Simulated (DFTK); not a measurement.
Runs of DFTK 0.8.2 on CoO. It takes space group Fm-3m (No. 225, cubic). The conventional cell has a = 4.263 Å, b = 4.263 Å, c = 4.263 Å, α = 90.00°, β = 90.00°, γ = 90.00°. Around Co (site symmetry m-3m) lie 6 O at 2.13 Å. O (site symmetry m-3m) has 6 Co at 2.13 Å as nearest neighbours. 

| task | level | potentials or basis | k mesh | cutoff (eV) | SCF solver | mesh quality | gap on the mesh (eV) | pressure (GPa) | moment (μB) | V0 of scaled cells (Å³/atom) | B0 (GPa) |
| --- | --- | --- | --- | --- | --- | --- | --- | --- | --- | --- | --- |
| single point | PBEsol | dojo.nc.sr.pbesol.v0_4_1.standard.upf (PBEsol) | 11 × 11 × 11 | 1306 | - | not flagged | none | (b) | 2.98 | - | - |
| band structure | r2SCAN | SG15 1.2 (PBE) | 7 × 7 × 7 | 1225 | ScfAndersonSolver | coarse | none | -7.3 | 3.00 | - | - |
| band structure | PBEsol | SPMS 1.0 (PBE) | 10 × 10 × 10 | 816 | - | not flagged | none | - | 2.95 | - | - |
| band structure | BJ06 | SG15 1.2 (PBE) | 7 × 7 × 7 | 1225 | ScfAndersonSolver | coarse | none | - | 3.00 | - | - |
| equation of state | RPBE | dojo.nc.sr.pbe.v0_5.standard.upf (PBE) | 7 × 7 × 7 | 1306 | - | coarse | - | - | - | (a) | (c) |
| equation of state | r2SCAN | SG15 1.2 (PBE) | 7 × 7 × 7 | 1225 | ScfAndersonSolver | coarse | - | - | - | 9.34 | 216 |
| band structure | PBEsol | SG15 1.2 (PBE) | 9 × 9 × 9 | 1225 | - | not flagged | none | -9.9 | 2.98 | - | - |

Alike in all rows: spin collinear, ferromagnetic start; cell as given; smearing fermi-dirac 0.05 eV.

**Question.** Fill in the values left out.

**Answer.** (a) 9.89; (b) -11.1; (c) 171.

Caveats: some runs use coarse meshes; the potentials were made for another functional, which shifts forces and pressure (some runs); a cell with one magnetic atom can't hold antiferromagnetic order, which such compounds often take (some runs); semilocal functionals often make such compounds metallic where correlation or magnetic order opens a gap, which also shifts bond lengths (some runs); the program leaves the constant c of mgga_x_tb09 at 1, so the potential is Becke-Johnson's (BJ06) and not Tran and Blaha's, with levels but no total energy (some runs).

A k mesh can miss the band edges.

A gap of «none» marks a metal or a gap under the smearing width.

Not every run made on this cell is shown here.
